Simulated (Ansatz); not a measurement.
# Au in Ansatz: the effect of functional

The system is Au.

```
Au
1.0
     1.42988   -2.58957    0.00000
     1.42988    2.58957    0.00000
     0.00000    0.00000    4.95756
Au
2
Direct
  0.33467 0.66533 0.25000
  0.66533 0.33467 0.75000
```

This isn't the form of Au at room conditions, which is fcc.

The cell isn't the ideal one: volume scaled by 1.04.

Alike in all runs:

```yaml
Program: Ansatz 0.2.0
Task: single point
Potentials_or_basis: Ansatz PAW
k_mesh: 11 × 11 × 6
Occupations: fermi-dirac, width 0.05 eV
Spin: no spin polarisation
```

```tsv
functional	cutoff	pressure (GPa)
LDA	420 eV (not typed: the program's choice for these potentials)	?
PBEsol	420 eV (not typed: the program's choice for these potentials)	-10.1
r2SCAN	500 eV (not typed: the program's choice for these potentials)	-5.6
```

Question: What does the run with functional LDA give?

Answer: Pressure -14.3 GPa.

Caveats: the PAW data sets come from PBE, with cores solved anew for the run's functional, which leaves a small shift of forces and pressure.
